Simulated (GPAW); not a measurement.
Here is a GPAW 26.7.0 calculation.

The input run.py:

```python
import json
import numpy as np
from ase import Atoms
from ase.constraints import FixSymmetry
from ase.filters import FrechetCellFilter
from ase.io import read, write
from ase.optimize import BFGS
from phonopy import Phonopy
from phonopy.structure.atoms import PhonopyAtoms
from gpaw import GPAW, PW

atoms = read('POSCAR')

calc = GPAW(mode=PW(600),
            xc='PBE',
            kpts={'size': (11, 11, 6), 'gamma': True},
            occupations={'name': 'fermi-dirac', 'width': 0.05},
            setups={'Ru': '8'},
            nbands=-13,
            convergence={'density': 1e-06, 'eigenstates': 1e-09},
            maxiter=150,
            txt='gpaw.txt')
atoms.calc = calc
atoms.set_constraint(FixSymmetry(atoms))
BFGS(FrechetCellFilter(atoms), trajectory='relax.traj', logfile='-').run(fmax=0.005, steps=40)
atoms.set_constraint()
energy = atoms.get_potential_energy()
forces = atoms.get_forces()
stress = atoms.get_stress()
calc.write('gs.gpw')
write('result.traj', atoms)
print('Cell:', atoms.cell.cellpar().round(4))
print(atoms.get_scaled_positions().round(5))

def force_constants(scale):
    unit = PhonopyAtoms(symbols=atoms.get_chemical_symbols(), cell=atoms.cell[:] * scale**(1 / 3),
                        scaled_positions=atoms.get_scaled_positions())
    ph = Phonopy(unit, supercell_matrix=np.diag([1, 1, 1]), primitive_matrix=np.eye(3), symprec=1e-4)
    ph.generate_displacements(distance=0.02)
    forces = []
    for i, sc in enumerate(ph.supercells_with_displacements):
        a = Atoms(sc.symbols, cell=sc.cell, scaled_positions=sc.scaled_positions, pbc=True)
        c = GPAW(mode=PW(510),
                 xc='PBE',
                 kpts={'size': (11, 11, 6), 'gamma': True},
                 occupations={'name': 'fermi-dirac', 'width': 0.05},
                 setups={'Ru': '8'},
                 nbands=-13,
                 convergence={'density': 1e-06, 'eigenstates': 1e-09},
                 maxiter=150,
                 txt=f'disp-{scale:.3f}-{i:02d}.txt')
        a.calc = c
        f = a.get_forces()
        forces.append(f - f.mean(axis=0))
        print(f'displacement {i}: drift', f.mean(axis=0).round(5), flush=True)
    ph.forces = forces
    ph.produce_force_constants()
    ph.symmetrize_force_constants()
    return ph

qpoints = [[0.0, 0.0, 0.0]]
results = {}
for scale in [1.0]:
    ph = force_constants(scale)
    ph.run_qpoints(qpoints)
    nu = ph.qpoints.frequencies * 33.35641  # THz to cm^-1
    results[f'{scale:.3f}'] = nu.tolist()
    for qp, f in zip(qpoints, nu):
        print(scale, np.round(qp, 4), f.round(2))
json.dump(results, open('phonons.json', 'w'))
```

Contents of POSCAR:

```
Ru
1.0
    2.7058000000      0.0000000000      0.0000000000
   -1.3529000000      2.3432915376      0.0000000000
    0.0000000000      0.0000000000      4.2819000000
Ru
2
Direct
    0.6666666667      0.3333333333      0.7500000000
    0.3333333333      0.6666666667      0.2500000000
```

Potentials or basis: GPAW PAW data sets (gpaw-data 1.2.1), other valence, pw.

Launch:

```bash
$ OMP_NUM_THREADS=1 python run.py
```

(1) Predict the highest phonon frequency at Γ.

(2) Estimate the relaxed volume.

(3) What does it give for the space group after relaxing (to 0.05 Å)?

## Answers

(1) 258 cm⁻¹.

(2) 14.08 Å³/atom.

(3) P6_3/mmc (No. 194).

Caveat: the cutoff is short for stress and forces, so pressures can be off by a GPa or more.
